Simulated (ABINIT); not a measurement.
# TePt (P6_3/mmc) in ABINIT: single point with LDA-Teter

Aim: the single point of TePt with LDA-Teter.

All numbers are computed with ABINIT 10.8.3 (patched build); they aren't measurements. Logs are shortened: lines on timing, memory, paths and dates and some standing lists are left out, and cuts for length are marked. The log counts tension as positive stress, the text compression.

### Step 1. Starting point

It takes space group P6_3/mmc (No. 194, hexagonal). The conventional cell has a = 4.263 Å, b = 4.263 Å, c = 5.662 Å, α = 90.00°, β = 90.00°, γ = 120.00°. Pt (site symmetry -3m) has 2 Pt at 2.83 Å and 6 Te at 2.84 Å as nearest neighbours. Te (site symmetry -6m2) is surrounded by 6 Pt at 2.84 Å.

Measurements of this composition are mostly on another form, of space group No. 166.

### Step 2. Single point, LDA-Teter

run.abi reads:

```
# Pseudopotentials
pp_dirpath "./"
pseudos "Pt.upf, Te.upf"

# Structure
acell 8.0556753968 8.0556753967 10.6991965703
rprim
     1.0000000000     0.0000000000     0.0000000000
    -0.5000000000     0.8660254038     0.0000000000
     0.0000000000     0.0000000000     1.0000000000
ntypat 2
znucl 78 52
natom 4
typat 1 1 2 2
xred
     0.0000000000     0.0000000000     0.0000000000
     0.0000000000     0.0000000000     0.5000000000
     0.3333333333     0.6666666667     0.2500000000
     0.6666666667     0.3333333333     0.7500000000

# Plane-wave basis
ecut 35.0

# k points
kptopt 1
ngkpt 5 5 4
nshiftk 1
shiftk 0.0 0.0 0.0

# Exchange and correlation
ixc 1

# Bands and occupations
nband 41
occopt 3
tsmear 0.05 eV

# SCF cycle
nstep 100
tolvrs 1.0e-10

# Output
iomode 3
prtwf 0
prtden 0
prteig 0
prtebands 0
```

Potentials or basis: PseudoDojo NC SR LDA v0.4.1 standard.

Launch:

```sh
abinit run.abi > log 2>&1
```

run.abo:

```text
.Version 10.8.3 of ABINIT
 Symmetries : space group P6_3/m m c (#194); Bravais hP (primitive hexag.)
================================================================================
 Values of the parameters that define the memory need of the present run
     intxc =       0    ionmov =       0      iscf =       7    lmnmax =       8
     lnmax =       8     mgfft =      60  mpssoang =       4    mqgrid =    3001
     natom =       4  nloc_mem =       1    nspden =       1   nspinor =       1
    nsppol =       1      nsym =      24    n1xccc =    2501    ntypat =       2
    occopt =       3   xclevel =       1
       mpw =        5962          nfft =      121500          nkpt =          15
================================================================================
================================================================================

--------------------------------------------------------------------------------
------------- Echo of variables that govern the present computation ------------
--------------------------------------------------------------------------------
 -outvars: echo values of preprocessed input variables --------
            acell      8.0556753968E+00  8.0556753967E+00  1.0699196570E+01 Bohr
              amu      1.95080000E+02  1.27600000E+02
             ecut      3.50000000E+01 Hartree
         kptrlatt        5    0    0      0    5    0      0    0    4
          kptrlen      4.02783770E+01
            natom           4
            nband          41
            ngfft          45      45      60
             nkpt          15
            nstep         100
             nsym          24
           ntypat           2
           occopt           3
           prtden           0
        prtebands           0
           prteig           0
            prtwf           0
            rprim      1.0000000000E+00  0.0000000000E+00  0.0000000000E+00
                      -5.0000000000E-01  8.6602540380E-01  0.0000000000E+00
                       0.0000000000E+00  0.0000000000E+00  1.0000000000E+00
          spgroup         194
           tolvrs      1.00000000E-10
           tsmear      1.83746611E-03 Hartree
            typat      1  1  2  2
           xangst      0.0000000000E+00  0.0000000000E+00  0.0000000000E+00
                       0.0000000000E+00  0.0000000000E+00  2.8308854981E+00
                       1.7639237995E-11  2.4611748206E+00  1.4154427490E+00
                       2.1314399178E+00  1.2305874103E+00  4.2463282471E+00
            xcart      0.0000000000E+00  0.0000000000E+00  0.0000000000E+00
                       0.0000000000E+00  0.0000000000E+00  5.3495982851E+00
                       3.3333328880E-11  4.6509463589E+00  2.6747991426E+00
                       4.0278376984E+00  2.3254731794E+00  8.0243974277E+00
             xred      0.0000000000E+00  0.0000000000E+00  0.0000000000E+00
                       0.0000000000E+00  0.0000000000E+00  5.0000000000E-01
                       3.3333333333E-01  6.6666666667E-01  2.5000000000E-01
                       6.6666666667E-01  3.3333333333E-01  7.5000000000E-01
            znucl       78.00000   52.00000

================================================================================

 chkinp: Checking input parameters for consistency.

================================================================================
== DATASET  1 ==================================================================

--- !DatasetInfo
iteration_state: {dtset: 1, }
dimensions: {natom: 4, nkpt: 15, mband: 41, nsppol: 1, nspinor: 1, nspden: 1, mpw: 5962, }
cutoff_energies: {ecut:  35.0, pawecutdg:  -1.0, }
electrons: {nelect:   6.80000000E+01, charge:   0.00000000E+00, occopt:   3.00000000E+00, tsmear:   1.83746611E-03, }
meta: {optdriver: 0, ionmov: 0, optcell: 0, iscf: 7, paral_kgb: 0, }
...

 Exchange-correlation functional for the present dataset will be:
  LDA: new Teter (4/93) with spin-polarized option - ixc=1
  S. Goedecker, M. Teter, J. Huetter, PRB 54, 1703 (1996)

 Real(R)+Recip(G) space primitive vectors, cartesian coordinates (Bohr,Bohr^-1):
 R(1)=  8.0556754  0.0000000  0.0000000  G(1)=  0.1241361  0.0716700  0.0000000
 R(2)= -4.0278377  6.9764195  0.0000000  G(2)=  0.0000000  0.1433400  0.0000000
 R(3)=  0.0000000  0.0000000 10.6991966  G(3)=  0.0000000  0.0000000  0.0934650
 Unit cell volume ucvol=  6.0129240E+02 bohr^3
 Angles (23,13,12)=  9.00000000E+01  9.00000000E+01  1.20000000E+02 degrees

 getcut: wavevector=  0.0000  0.0000  0.0000  ngfft=  45  45  60
         ecut(hartree)=     35.000   => boxcut(ratio)=   2.05093

[... 52 lines left out ...]
fermie    :   3.52650162E-01
cartesian_stress_tensor: # hartree/bohr^3
- [  2.66924892E-04,  -1.70914435E-13,   0.00000000E+00, ]
- [ -1.70914435E-13,   2.66924892E-04,   0.00000000E+00, ]
- [  0.00000000E+00,   0.00000000E+00,   3.23263139E-04, ]
pressure_GPa:  -8.4057E+00
xred      :
- [  0.0000E+00,   0.0000E+00,   0.0000E+00, Pt]
- [  0.0000E+00,   0.0000E+00,   5.0000E-01, Pt]
- [  3.3333E-01,   6.6667E-01,   2.5000E-01, Te]
- [  6.6667E-01,   3.3333E-01,   7.5000E-01, Te]
cartesian_forces: # hartree/bohr
- [  6.70793811E-29,   3.92559836E-29,  -0.00000000E+00, ]
- [  6.64265404E-29,   3.79744632E-29,  -0.00000000E+00, ]
- [  6.69488130E-29,  -2.70193489E-28,  -3.93231224E-31, ]
- [ -2.00454735E-28,   1.92963042E-28,   3.93231224E-31, ]
force_length_stats: {min:   7.65149994E-29, max:   2.78364544E-28, mean:   1.77710104E-28, }
...

 Integrated electronic density in atomic spheres:
 ------------------------------------------------
 Atom  Sphere_radius  Integrated_density
    1        2.00000         14.51460813
    2        2.00000         14.51460813
    3        2.00000         11.88002702
    4        2.00000         11.88002702
================================================================================

 ----iterations are completed or convergence reached----

 Mean square residual over all n,k,spin=   59.179E-08; max=  14.765E-05
 reduced coordinates (array xred) for    4 atoms
       0.000000000000      0.000000000000      0.000000000000
       0.000000000000      0.000000000000      0.500000000000
       0.333333333333      0.666666666667      0.250000000000
       0.666666666667      0.333333333333      0.750000000000
 rms dE/dt=  1.0771E-27; max dE/dt=  2.1541E-27; dE/dt below (all hartree)
    1      -0.000000000000     -0.000000000000      0.000000000000
    2       0.000000000000      0.000000000000      0.000000000000
    3       0.000000000000      0.000000000000      0.000000000000
    4       0.000000000000     -0.000000000000     -0.000000000000

 cartesian coordinates (angstrom) at end:
    1      0.00000000000000     0.00000000000000     0.00000000000000
    2      0.00000000000000     0.00000000000000     2.83088549806664
    3      0.00000000001764     2.46117482057796     1.41544274903332
    4      2.13143991777210     1.23058741028898     4.24632824709996

 cartesian forces (hartree/bohr) at end:
    1      0.00000000000000     0.00000000000000    -0.00000000000000
    2      0.00000000000000     0.00000000000000    -0.00000000000000
    3      0.00000000000000    -0.00000000000000    -0.00000000000000
    4     -0.00000000000000     0.00000000000000     0.00000000000000
 frms,max,avg= 1.1789792E-28 2.7019349E-28   0.000E+00  0.000E+00  0.000E+00 h/b

 cartesian forces (eV/Angstrom) at end:
    1      0.00000000000000     0.00000000000000    -0.00000000000000
    2      0.00000000000000     0.00000000000000    -0.00000000000000
    3      0.00000000000000    -0.00000000000000    -0.00000000000000
    4     -0.00000000000000     0.00000000000000     0.00000000000000
 frms,max,avg= 6.0625547E-27 1.3893908E-26   0.000E+00  0.000E+00  0.000E+00 e/A
 length scales=  8.055675396800  8.055675396700 10.699196570300 bohr
              =  4.262879835527  4.262879835474  5.661770996133 angstroms
 Fermi (or HOMO) energy (hartree) =   0.35265   Average Vxc (hartree)=  -0.44682
 Eigenvalues (hartree) for nkpt=  15  k points:
 kpt#   1, nband= 41, wtk=  0.01000, kpt=  0.0000  0.0000  0.0000 (reduced coord)
  -3.27172   -3.27142   -1.58785   -1.58343   -1.58343   -1.58271   -1.58271   -1.58042
  -1.03275   -1.03275   -1.03269   -1.03269   -1.03201   -1.03201   -1.03166   -1.03163
  -1.03163   -1.03163   -0.15594   -0.06575    0.09593    0.13734    0.13734    0.16072
   0.20858    0.20858    0.23347    0.23347    0.28356    0.28356    0.29309    0.29309
   0.35556    0.36855    0.39632    0.41738    0.42732    0.42732    0.52273    0.52273
   0.62786
      occupation numbers for kpt#   1
   2.00000    2.00000    2.00000    2.00000    2.00000    2.00000    2.00000    2.00000
   2.00000    2.00000    2.00000    2.00000    2.00000    2.00000    2.00000    2.00000
   2.00000    2.00000    2.00000    2.00000    2.00000    2.00000    2.00000    2.00000
   2.00000    2.00000    2.00000    2.00000    2.00000    2.00000    2.00000    2.00000
   0.34053    0.00035    0.00000    0.00000    0.00000    0.00000    0.00000    0.00000
   0.00000
 prteigrs : prtvol=0 or 1, do not print more k-points.

--- !EnergyTerms
iteration_state     : {dtset: 1, }
comment             : Components of total free energy in Hartree
kinetic             :  1.88587095050473E+02
hartree             :  1.01267446392891E+02
xc                  : -9.59144460841651E+01
Ewald energy        : -3.05024361655696E+02
psp_core            :  1.41787121508749E+01
local_psp           : -3.31456388585127E+02
non_local_psp       : -4.23190008164327E+01
internal            : -4.70680943547182E+02
'-kT*entropy'       : -7.95630763022994E-04
total_energy        : -4.70681739177945E+02
total_energy_eV     : -1.28079026037011E+04
band_energy         : -4.69299631869539E+01
...

 Cartesian components of stress tensor (hartree/bohr^3)
  sigma(1 1)=  2.66924892E-04  sigma(3 2)=  0.00000000E+00
  sigma(2 2)=  2.66924892E-04  sigma(3 1)=  0.00000000E+00
  sigma(3 3)=  3.23263139E-04  sigma(2 1)= -1.70914435E-13

-Cartesian components of stress tensor (GPa)         [Pressure= -8.4057E+00 GPa]
- sigma(1 1)=  7.85320145E+00  sigma(3 2)=  0.00000000E+00
- sigma(2 2)=  7.85320144E+00  sigma(3 1)=  0.00000000E+00
- sigma(3 3)=  9.51072990E+00  sigma(2 1)= -5.02847628E-09

== END DATASET(S) ==============================================================
================================================================================

 -outvars: echo values of variables after computation  --------
            acell      8.0556753968E+00  8.0556753967E+00  1.0699196570E+01 Bohr
           etotal     -4.7068173918E+02
            fcart      6.7079381114E-29  3.9255983592E-29 -0.0000000000E+00
                       6.6426540422E-29  3.7974463244E-29 -0.0000000000E+00
                       6.6948812976E-29 -2.7019348861E-28 -3.9323122382E-31
                      -2.0045473451E-28  1.9296304177E-28  3.9323122382E-31
            rprim      1.0000000000E+00  0.0000000000E+00  0.0000000000E+00
                      -5.0000000000E-01  8.6602540380E-01  0.0000000000E+00
                       0.0000000000E+00  0.0000000000E+00  1.0000000000E+00
           strten      2.6692489197E-04  2.6692489170E-04  3.2326313894E-04
                       0.0000000000E+00  0.0000000000E+00 -1.7091443499E-13
           xangst      0.0000000000E+00  0.0000000000E+00  0.0000000000E+00
                       0.0000000000E+00  0.0000000000E+00  2.8308854981E+00
                       1.7639237995E-11  2.4611748206E+00  1.4154427490E+00
                       2.1314399178E+00  1.2305874103E+00  4.2463282471E+00
             xred      0.0000000000E+00  0.0000000000E+00  0.0000000000E+00
                       0.0000000000E+00  0.0000000000E+00  5.0000000000E-01
                       3.3333333333E-01  6.6666666667E-01  2.5000000000E-01
                       6.6666666667E-01  3.3333333333E-01  7.5000000000E-01
 Calculation completed.
```

Wall time 2.8 min (1 thread of Arm Neoverse V1, shared host); peak memory 0.13 GiB.

What came out:

- Free energy: -12807.9026 eV
- Band gap on the k mesh: none (metal or under the smearing width)
- Valence electrons inside the program's atomic spheres: Pt 14.51; Te 11.88

Caveat: the cutoff is too short for stress, so the log's stress isn't used.
